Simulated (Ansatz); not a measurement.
# AlAs: the cost of one run

Program: Ansatz 0.2.0. Level of theory: DFT PBE, scalar-relativistic, plane waves, PAW. These are calculated values, not measurements.

2 further runs of the same task are left out: 2 that didn't finish.

## (1) The structure to begin with

It takes space group F-43m (No. 216, cubic). Conventional cell: a = 5.676 Å, b = 5.676 Å, c = 5.676 Å, α = 90.00°, β = 90.00°, γ = 90.00°. Al (site symmetry -43m) has 4 As at 2.46 Å as nearest neighbours. As (site symmetry -43m) is surrounded by 4 Al at 2.46 Å.

Coordinates:

```
Al As
1.0
     0.00000    2.83790    2.83790
     2.83790    0.00000    2.83790
     2.83790    2.83790    0.00000
Al As
1 1
Direct
  0.00000 0.00000 0.00000
  0.75000 0.75000 0.75000
```

Source of the structure: the Materials Project (structure only).

(A quick probe on a coarse mesh, which set the mesh and smearing, is not shown.)

## (3) The relaxation

input.yaml reads:

```yaml
crystal:
  lattice:
    - [0.0, 2.8379008005, 2.8379008005]
    - [2.8379008005, 0.0, 2.8379008005]
    - [2.8379008005, 2.8379008005, 0.0]
  atoms:
    - { symbol: Al, position: [0.0, 0.0, 0.0] }
    - { symbol: As, position: [0.75, 0.75, 0.75] }
basis:
  ecutwfc: 420
kpoints:
  mp_grid: { grid: [8, 8, 8] }
hamiltonian:
  xc: pbe
scf:
  occupations: { method: gaussian, width: 0.02 }
output:
  forces: true
  stress: true
  eigenvalues: true
  write_density: true
  write_potential: true
  elf: true
  volumetric_format: npy
relax:
  adjacent_minimum: "off"
  f_tol: 0.005
  max_steps: 80
  cell: { stress_tol: 0.05 }
```

Run with:

```
> ansatz run input.yaml --threads 1 --pin off --max-ram 2560MiB --backend cpu --events-out ev --progress --plain --runs-dir out
```

Q: Estimate wall time and peak memory on 1 thread of Arm Neoverse V2, shared host.

About 6.5 s, with a peak of 0.31 GiB.
